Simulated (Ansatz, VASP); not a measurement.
One calculation of HfSiO4, two programs

```
CELL_PARAMETERS angstrom
3.28569 0.00000 0.00000
0.00000 3.28569 0.00000
0.00000 0.00000 5.70049
ATOMIC_POSITIONS crystal
Si 0.50000 0.50000 0.50000
Hf 0.00000 0.00000 0.00000
O 0.50000 0.00000 0.62204
O 0.00000 0.50000 0.82363
O 0.00000 0.50000 0.37796
O 0.50000 0.00000 0.17637
```

The cell was built by a generator and needn't be a form met in nature.

Alike in both runs: task single point; functional PBE; k mesh 8 × 8 × 4; occupations fermi-dirac, width 0.02 eV; no spin polarisation.

|  | VASP | Ansatz |
| --- | --- | --- |
| version | VASP 6.6.1 | Ansatz 0.2.0 |
| potentials or method | VASP PAW PBE potentials, release 64 (Si, Hf_pv, O) | plane waves, PAW |
| plane-wave cutoff (eV) | 520 | 420 |
| valence electrons in the cell | 38 | 54 |

```tsv
	VASP	Ansatz	Ansatz less VASP
gap on the k mesh at the Fermi level (eV)	2.49	2.49	0.000
pressure (GPa)	5.6	6.7	+1.17
largest component of the traceless stress (GPa)	1.55	1.10	-0.451
rms of the force components (eV/Å)	0.107	0.124	+0.0171
```

Atom by atom the forces differ by 0.048 eV/Å (rms over components). The two sets of potentials don't hold the same shells in valence.

Caveats: spin-orbit coupling is left out, which moves the levels of the heavy elements. Expect the measured gap to be larger: semilocal functionals such as PBE lack the derivative discontinuity. A k mesh can miss the band edges.
